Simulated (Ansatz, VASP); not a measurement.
**ZnO: VASP beside Ansatz**

```xyz
4
Lattice="3.2880 0.0000 0.0000 -1.6440 2.8475 0.0000 0.0000 0.0000 7.2374" Properties=species:S:1:pos:R:3 pbc="T T T"
Zn    0.0000    0.0000    5.4280
Zn    0.0000    0.0000    1.8093
O     0.0000    1.8983    1.8093
O     1.6440    0.9492    5.4280
```

Change from the starting cell: strain +0.000 along x and y, +0.015 along z, atoms carried along.

Alike in both runs: task single point; functional PBE; dispersion D3(BJ); k mesh 9 × 9 × 4; occupations gaussian, width 0.05 eV; no spin polarisation.

```csv
,VASP,Ansatz
version,VASP 6.6.1,Ansatz 0.2.0
potentials or method,"VASP PAW PBE potentials, release 64 (Zn, O)","scalar-relativistic, plane waves, PAW"
plane-wave cutoff (eV),520,420
valence electrons in the cell,36,36
```

VASP gave:

```
gap on the k mesh at the Fermi level (eV)       : 0.84
least direct gap on the mesh (eV)               : 0.84
pressure (GPa)                                  : -1.6
largest component of the traceless stress (GPa) : 0.10
```

Problem. Which values does Ansatz return?

Solution. gap on the k mesh at the Fermi level (eV): 0.84; least direct gap on the mesh (eV): 0.84; pressure (GPa): -2.3; largest component of the traceless stress (GPa): 0.73.

With one functional, cell and mesh, what is left measures potentials, basis and numerics.

Caveats: an odd mesh through Γ misses points on the zone boundary, where band edges often lie.
